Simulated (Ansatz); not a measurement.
**Ga on a Mg site in MgO, calculated**

All numbers are calculated (PBE, collinear spin where a state has unpaired electrons to hold, no spin-orbit coupling; Ansatz, PAW set soft_2, 420 eV, k-mesh 2×2×2 shifted by half a step), not measured.

The relaxed host crystal (Kohn–Sham gap 4.46 eV over the whole zone):

```yaml
crystal:
  lattice:
    - [0.00000, 2.12679, 2.12679]
    - [2.12679, 0.00000, 2.12679]
    - [2.12679, 2.12679, 0.00000]
  atoms:
    - { symbol: Mg, position: [0.00000, 0.00000, 0.00000] }
    - { symbol: O, position: [0.50000, 0.50000, 0.50000] }
```

Supercell of 32 atoms, rows of the matrix [[-1,3,-1],[3,-1,-1],[-1,-1,-1]] times the cell vectors; Ga on a Mg site at (0.000, 0.000, 0.000) in fractions of the cell above. Atoms are relaxed at the host's cell; charged cells sit in a uniform background.

Distances from the Ga atom (Å), by shell of the perfect crystal:

```
shell  perfect crystal  charge +1  charge 0
  6 O             2.13       2.06      2.20
```

```json
{"charge": "+1", "moment of the cell (μB)": "0.00", "moment on Ga (μB)": "0.00", "gap of the cell on the mesh (eV)": "5.22", "carriers": "none in the bands"}
{"charge": "0", "moment of the cell (μB)": "1.00", "moment on Ga (μB)": "0.22", "gap of the cell on the mesh (eV)": "0.29", "carriers": "none in the bands"}
```

On this mesh the host's own supercell has a gap of 5.90 eV.

Formation energy of the neutral defect: 4.58 eV, taking atoms from and to the elements' standard states (no corrections for gases), so it belongs to those chemical potentials alone.

Charge-transition levels, with point-charge and potential-alignment terms: (+1/0) lies 4.31 eV above the valence band top. The level (+1/0) lies within 0.15 eV of the band edge, less than such cells can settle, so the lowest charge at the conduction band bottom is left open. Lowest charge for a Fermi level at the valence band top: +1, at mid gap: +1 (among the charges +1, 0). With the Fermi level at the valence band top the state +1 costs 0.27 eV, and 2.50 eV with the Fermi level at mid gap, which lies 2.23 eV above the valence band top; atoms are taken from and to the elements' standard states.

Caveats: at charge 0: moments loosely converged; semilocal functionals make gaps too small, which shifts levels too; small supercell, so energies and levels can be off by tenths of an eV; the atoms kept the symmetry of the start, so a distorted state could lie lower; the program doubts the potential alignment, as is usual in cells this small.
